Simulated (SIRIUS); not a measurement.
Al, 1 atom in the cell. It takes space group Fm-3m (No. 225, cubic). The conventional cell has a = 4.050 Å, b = 4.050 Å, c = 4.050 Å, α = 90.00°, β = 90.00°, γ = 90.00°. Around Al (site symmetry m-3m) lie 12 Al at 2.86 Å. 

* Program: SIRIUS 7.12.0
* Task: single point
* Functional: PBE
* Potentials or basis: JTH 2.0 PBE (PAW)
* Cutoff: 557 eV
* Density cutoff: 5442 eV
* k mesh: 11 × 11 × 11
* Occupations: fermi-dirac, width 0.05 eV
* Spin: no spin polarisation
* Libxc names: ["XC_GGA_X_PBE", "XC_GGA_C_PBE"]
* Energy tol: 1e-08 Ha
* Density tol: 1e-06
* Mixer: anderson
* Mixing beta: 0.7
* Max scf: 100

Potentials or basis: JTH 2.0 PBE (PAW).

Run with:

```console
$ upf_to_json Al.GGA_PBE-JTH.UPF
$ OMP_NUM_THREADS=1 sirius.scf --input=sirius.json --output=out.json --task=0
```

Hardware: 1 thread of AMD EPYC 9R45 96-Core Processor (Zen 5), on a shared host.

Task: How long does it take, and how much memory?

Result: Run time: 3.3 s on 1 thread of AMD EPYC 9R45 96-Core Processor (Zen 5), with other jobs on the host, peak memory 0.12 GiB. Counts: scf iterations 9, k points 56, plane waves 531, bands 7.
